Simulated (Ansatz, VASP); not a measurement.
# One calculation of CdS, two programs

```
Cd S
1.0
     0.00000    2.23406    2.23406
     2.23406    0.00000    2.23406
     2.23406    2.23406    0.00000
Cd S
1 1
Direct
  0.00000 0.00000 0.00000
  0.50000 0.50000 0.50000
```

Change from the starting cell: volume scaled by 0.55, PAW files.

Alike in both runs: task single point; functional r2SCAN; k mesh 14 × 14 × 14; occupations fermi-dirac, width 0.05 eV; no spin polarisation.

|  | VASP | Ansatz |
| --- | --- | --- |
| version | VASP 6.6.1 | Ansatz 0.2.0 |
| potentials or method | VASP PAW PBE potentials, release 64 (Cd, S) | PAW with Ansatz's default frozen-core files, scalar-relativistic |
| plane-wave cutoff (eV) | 520 | 500 |
| valence electrons in the cell | 18 | 26 |

Ansatz gave:

```
pressure (GPa) : 191.3
```

Question: Estimate VASP's values.

Answer: Pressure (GPa): 199.0.

With one functional, cell and mesh, what is left measures potentials, basis and numerics. The two sets of potentials don't hold the same shells in valence.

Caveats: the cell as given lies far from equilibrium; so large a pressure means that the cell lies far from this level's equilibrium, or that cutoff or potentials fall short (VASP); the potentials were made for another functional, which shifts forces and pressure (VASP).
